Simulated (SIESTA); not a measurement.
Sn:

```
Sn
1.0
    -2.94014    2.94014    1.59930
     2.94014   -2.94014    1.59930
     2.94014    2.94014   -1.59930
Sn
2
Direct
  0.00000 0.00000 0.00000
  0.75000 0.25000 0.50000
```

```yaml
Program: SIESTA 5.4.2
Task: single point
Functional: PBE
Potentials_or_basis: PseudoDojo 0.4 standard (PBE files)
Basis: DZP (energy shift 0.002 Ry)
Grid_cutoff: 500 Ry
Energy_shift: 0.002 Ry
k_mesh: 9 × 9 × 9
Occupations: fermi-dirac, width 0.05 eV
Spin: no spin polarisation
```

On this cell: pressure 2.6 GPa; largest force under 0.003 eV/Å; band gap on the k mesh none (metal or under the smearing width).

The same run follows on a disturbed copy (atoms moved at random, drawn with an rms of 0.05 Å):

```
CELL_PARAMETERS angstrom
-2.94014 2.94014 1.59930
2.94014 -2.94014 1.59930
2.94014 2.94014 -1.59930
ATOMIC_POSITIONS crystal
Sn 0.00707 0.99527 0.98770
Sn 0.74919 0.24451 0.49911
```

What changes?

The energy (extrapolated to zero smearing) moves by +3.1 meV/atom; pressure 2.7 GPa; largest force 0.214 eV/Å; band gap on the k mesh none (metal or under the smearing width).

Forces in eV/Å, atoms in the order of the input:
```
Sn   0.206  0.057 -0.008
Sn  -0.206 -0.057  0.008
```

Stress tensor (GPa, compression positive):
```
 2.67 -0.03  0.36
-0.03  3.05 -0.10
 0.36 -0.10  2.43
```

Caveats: semicore shells carry a single zeta, which can move pressures by several GPa and volumes by a few percent; the basis of atomic orbitals isn't converged, which shifts pressures, moduli and gaps.
